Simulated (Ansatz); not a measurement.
I need the orbital character of the bands of Hg, space group C2/m. Use Ansatz 0.2.0 through its Python package. Settings: r2SCAN, PAW, cutoff 550 eV, 7×7×7 k-points, Fermi-Dirac smearing of 0.1 eV.

```
Hg
1.0
     2.12432   -2.67258    0.00000
     2.12432    2.67258    0.00000
    -2.11513    0.00000    2.89220
Hg
1
Direct
  0.00000 0.00000 0.00000
```

Script `fatbands_hg.py`:
```python
from dataclasses import dataclass
from pathlib import Path

import ansatz as az
from ase import Atoms
import pandas as pd


@dataclass(frozen=True)
class Settings:
    ecut: int = 550
    occupations: str = "fermi_dirac"


settings = Settings()

atoms = Atoms(
    ["Hg"],
    scaled_positions=[
        (0.0, 0.0, 0.0),
    ],
    cell=[
        (2.124318, -2.672582, 0.0),
        (2.124318, 2.672582, 0.0),
        (-2.115129, 0.0, 2.892199),
    ],
    pbc=True,
)
crystal = az.Crystal.from_ase(atoms)

points = {"I": (-0.56777, -0.43223, 0.5), "M_2": (-0.5, -0.5, 0.5), "G": (0.0, 0.0, 0.0), "Y": (-0.5, 0.5, 0.0)}
job = (
    crystal.calculation()
    .kpoints(7)
    .functional(az.Functional.R2SCAN)
    .basis(settings.ecut)
    .occupations(settings.occupations)
    .band_structure(list(points.values()), intervals=1)
    .fat_bands()
)
done = job.run()
summary = done.report
file = Path(done.write_results("results")) / "fatbands.tsv"
names = file.read_text().splitlines()[0].lstrip("# ").split("\t")
table = pd.read_csv(file, sep="\t", comment="#", names=names)
near = table[table.e_minus_ef.abs() < 3]
for ik, label in enumerate(points):
    print(label)
    for _, row in near[near.ik == ik].iterrows():
        main = row[names[4:]].astype(float).nlargest(2)
        print(f"   band {int(row.band):3d} {row.e_minus_ef:7.3f} eV  " + ", ".join(f"{k} {v:.2f}" for k, v in main.items()))
```

```console
$ python fatbands_hg.py
I
   band   9   0.396 eV  hg0_l0_6S 0.96, hg0_l0_5S 0.00
   band  10   2.988 eV  hg0_l2_5D 0.00, hg0_l1_5P 0.00
M_2
   band   9   0.783 eV  hg0_l0_6S 0.99, hg0_l2_5D 0.00
   band  10   2.820 eV  hg0_l1_5P 0.00, hg0_l0_5S 0.00
G
Y
   band   9  -1.354 eV  hg0_l0_6S 0.94, hg0_l2_5D 0.05
   band  10   0.198 eV  hg0_l1_5P 0.00, hg0_l0_5S 0.00
```

Caveats:
- Within a few hundredths of an angstrom the cell has the higher group Fmmm; the lower one is a small distortion.
- This isn't the structure that Hg takes at ambient conditions.
- Levels are Kohn-Sham eigenvalues on this mesh, without spin-orbit coupling.
- Energies are less the Fermi level and bands count from 0. Only the largest channels are printed, equivalent atoms hold more, and in degenerate sets the split between sites is arbitrary; shells that the potentials lack have no channel.
- Finished in 3.3 s on 1 thread of Intel(R) Xeon(R) 6975P-C (Granite Rapids), with other jobs on the host, peak memory 0.52 GiB.

(Lines on the test bed's own set-up are left out of the output.)
